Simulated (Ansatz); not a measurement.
MnSn2:

```xyz
6
Lattice="-3.3295 3.3295 2.7235 3.3295 -3.3295 2.7235 3.3295 3.3295 -2.7235" Properties=species:S:1:pos:R:3 pbc="T T T"
Sn    1.0808    2.2487    2.7235
Sn    2.2487   -1.0808    2.7235
Sn    2.2487    1.0808    0.0000
Sn    1.0808    4.4103    0.0000
Mn    0.0000    0.0000    4.0853
Mn    0.0000    0.0000    1.3618
```

Alike in all runs: program Ansatz 0.2.0; functional PBEsol; potentials or basis Ansatz PAW; cutoff 420 eV (not typed: the program's choice for these potentials); k mesh 5 × 5 × 5; occupations fermi-dirac, width 0.05 eV.

Only the start or the spin constraint differs. Which run ends lowest in energy?
A. collinear spin, ferromagnetic start of up to 3 μB; fixed moment 6
B. collinear spin, ferromagnetic start of up to 5 μB; fixed moment 10
C. collinear spin, ferromagnetic start of up to 1 μB; fixed moment 2
D. collinear spin, program default start; fixed moment 0
E. collinear spin, ferromagnetic start of up to 2 μB; fixed moment 4
F. collinear spin, ferromagnetic start of up to 4 μB; fixed moment 8

E.

```csv
start,free energy over the lowest (meV/atom),net moment (μB),site or absolute moments (μB),gap
"collinear spin, ferromagnetic start of up to 2 μB; fixed moment 4",0.0,4.00,Sn -0.09; Mn +2.32,-
"collinear spin, ferromagnetic start of up to 8 μB; fixed moment 16",2168.2,16.00,Sn +0.63; Mn +4.68,-
"collinear spin, ferromagnetic start of up to 4 μB; fixed moment 8",166.2,8.00,Sn +0.08; Mn +3.50,-
"collinear spin, ferromagnetic start of up to 6 μB; fixed moment 12",843.6,12.00,Sn +0.34; Mn +4.18,-
"collinear spin, ferromagnetic start of up to 3 μB; fixed moment 6",33.5,6.00,Sn -0.03; Mn +2.98,-
"collinear spin, program default start; fixed moment 0",133.6,0.00,-,-
"collinear spin, ferromagnetic start of up to 5 μB; fixed moment 10",409.5,10.00,Sn +0.19; Mn +3.91,-
"collinear spin, ferromagnetic start of up to 1 μB; fixed moment 2",79.9,2.00,Sn -0.09; Mn +1.35,-
```

All polarised runs hold their moment fixed, so the table maps the energy against it. A still lower state may exist.

Caveats: the total moment is fixed, so each spin has its own Fermi level.
